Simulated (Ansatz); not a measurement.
# Li under changes of volume

One of the cells (21.609 Å³/atom); the others are scaled copies at fixed shape and fractional positions:

```
Li
1.0
    -1.75465    1.75465    1.75465
     1.75465   -1.75465    1.75465
     1.75465    1.75465   -1.75465
Li
1
Direct
  0.00000 0.00000 0.00000
```

```yaml
Program: Ansatz 0.2.0
Functional: LDA
Potentials_or_basis: Ansatz PAW
Cutoff: "420 eV (not typed: the program's choice for these potentials)"
k_mesh: 11 × 11 × 11
Occupations: fermi-dirac, width 0.05 eV
Spin: no spin polarisation
```

| volume (Å³/atom) | energy over the lowest point (meV/atom) | pressure (GPa) |
| --- | --- | --- |
| 20.312 | 0.00 | -0.9 |
| 20.744 | 2.77 | -1.1 |
| 21.177 | ? | ? |
| 21.609 | 10.13 | -1.6 |
| 22.041 | 14.61 | -1.8 |
| 22.473 | 19.55 | -1.9 |
| 22.905 | 24.92 | -2.1 |

What does the run at 21.177 Å³/atom give?

Energy over the lowest point 6.17 meV/atom; pressure -1.4 GPa.

Worked out: A Birch-Murnaghan fit of order 3 (a polynomial in V^(-2/3)) to the other rows has no minimum within the range. It gives 6.17 meV/atom at 21.177 Å³/atom, against the run's 6.17, and -dE/dV = -1.4 GPa, against -1.4.

Energies are extrapolated to zero smearing.
